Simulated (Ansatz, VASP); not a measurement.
## Two plane-wave programs on Au

INCAR

```
SYSTEM = Au
PREC     = Accurate       ! precision mode
ENCUT    = 520            ! plane-wave cutoff, eV
EDIFF    = 1E-7           ! SCF threshold, eV
ISMEAR   = -1             ! smearing method
SIGMA    = 0.08           ! smearing width, eV
LREAL    = .False.        ! projectors in reciprocal space
LASPH    = .True.         ! aspherical terms in the spheres
NELM     = 80             ! most SCF steps
ALGO     = Normal         ! electronic algorithm
ISIF     = 2              ! what is computed and relaxed
LWAVE    = .False.        ! write WAVECAR
LCHARG   = .True.         ! write CHGCAR
GGA      = PS             ! functional
LELF     = .True.         ! ELF
LVHAR    = .True.       
NBANDS   = 12             ! bands
```

KPOINTS

```
regular mesh
0
Gamma
  18 18 18
  0 0 0
```

File POSCAR:

```
Au
1.0
    0.0000000000      1.7595786331      1.7595786331
    1.7595786331      0.0000000000      1.7595786331
    1.7595786331      1.7595786331      0.0000000000
Au
1
Direct
    0.0000000000      0.0000000000      0.0000000000
```

Input for Ansatz:

```yaml
crystal:
  lattice:
    - [0.0, 1.7595786331, 1.7595786331]
    - [1.7595786331, 0.0, 1.7595786331]
    - [1.7595786331, 1.7595786331, 0.0]
  atoms:
    - { symbol: Au, position: [0.0, 0.0, 0.0] }
kpoints:
  mp_grid: { grid: [18, 18, 18] }
scf:
  occupations: { method: fermi_dirac, width: 0.08 }
hamiltonian:
  xc: pbesol
  pseudopotentials: { kind: paw }
output:
  forces: true
  stress: true
  eigenvalues: true
  populations: true
```

Change from the starting cell: volume scaled by 0.64, PAW files.

Alike in both runs: task single point; functional PBEsol; k mesh 18 × 18 × 18; occupations fermi-dirac, width 0.08 eV; no spin polarisation.

|  | VASP | Ansatz |
| --- | --- | --- |
| version | VASP 6.6.1 | Ansatz 0.2.0 |
| potentials or method | VASP PAW PBE potentials, release 64 (Au) | PAW with Ansatz's default frozen-core files, scalar-relativistic |
| plane-wave cutoff (eV) | 520 | 420 |
| valence electrons in the cell | 11 | 19 |

```csv
,VASP,Ansatz,Ansatz less VASP
pressure (GPa),269.8,267.6,-2.19
```

The two sets of potentials don't hold the same shells in valence.

Caveats: the cell as given lies far from equilibrium; so large a pressure means that the cell lies far from this level's equilibrium, or that cutoff or potentials fall short (VASP); the potentials were made for another functional, which shifts forces and pressure (VASP). The runs have no spin-orbit coupling, so splittings on Au are missing.
